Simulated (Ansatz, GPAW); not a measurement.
Hf: programs and potentials compared

```
CELL_PARAMETERS angstrom
3.19670 0.00000 0.00000
-1.59835 2.76842 0.00000
0.00000 0.00000 5.05780
ATOMIC_POSITIONS crystal
Hf 0.66667 0.33333 0.75000
Hf 0.33333 0.66667 0.25000
```

Alike in all runs: task single point; functional LDA; k mesh 10 × 10 × 5; occupations gaussian, width 0.02 eV; no spin polarisation; no spin-orbit coupling. LDA stands for any of its common fits. Pressure is positive in compression and, in plane waves, holds the error of the finite cutoff, which Ansatz's Pulay term estimates and takes out.

| program and potentials | plane-wave cutoff (eV) | notes | pressure (GPa) |
| --- | --- | --- | --- |
| Ansatz, Ansatz PAW | 420 | potentials made for PBE, which Ansatz adapts in part; 26 valence electrons an atom on average; Pulay term of +0.03 GPa included | -7.96 |
| GPAW, the program's PAW data sets (release 1.2.1) made for this functional | 600 | 12 valence electrons an atom on average | -7.65 |
| Ansatz, all-electron LAPW, scalar-relativistic | - | - | -7.93 |

The pressure spans -7.96 (Ansatz, Ansatz PAW) to -7.65 GPa (GPAW, the program's PAW data sets (release 1.2.1) made for this functional), with all-electron results at -7.93.

Differences between rows come from potentials, basis sets and numerical settings, since the functional is the same but for its coding. Runs on potential files found faulty are left out.
